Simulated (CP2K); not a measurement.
# In under changes of volume

One of the cells (26.686 Å³/atom); the others are scaled copies at fixed shape and fractional positions:

```xyz
1
Lattice="3.2606 0.0000 0.0000 -1.0869 3.0742 0.0000 -1.0869 -1.5371 2.6623" Properties=species:S:1:pos:R:3 pbc="T T T"
In    0.0000    0.0000    0.0000
```

This isn't the form of In at room conditions, which is tetragonal.

```yaml
Program: CP2K 2026.2
Functional: PBE
Potentials_or_basis: POTENTIAL_UZH In GTH-PBE-q13; TZVP-MOLOPT-PBE-GTH basis
Density_cutoff: 6123 eV
k_mesh: 10 × 10 × 10
Occupations: fermi-dirac, width 0.05 eV
Spin: no spin polarisation
```

| volume (Å³/atom) | energy over the lowest point (meV/atom) | pressure (GPa) |
| --- | --- | --- |
| 25.085 | 38.96 | 4.8 |
| 25.618 | 25.08 | 3.7 |
| 26.152 | 14.61 | 2.7 |
| 26.686 | ? | ? |
| 27.220 | 2.39 | 1.0 |
| 27.753 | 0.07 | 0.3 |
| 28.287 | 0.00 | -0.3 |

Task: What does the run at 26.686 Å³/atom give?

Result: Energy over the lowest point 7.15 meV/atom; pressure 1.8 GPa.

Worked out: A Birch-Murnaghan fit of order 3 (a polynomial in V^(-2/3)) to the other rows has its minimum at 28.04 Å³/atom with B0 = V·E''(V) = 33 GPa and B' = 4.6. It gives 7.13 meV/atom at 26.686 Å³/atom, against the run's 7.15, and -dE/dV = 1.8 GPa, against 1.8.

Energies are extrapolated to zero smearing.

Caveats: the basis of atomic orbitals isn't converged, which shifts pressures, moduli and gaps.
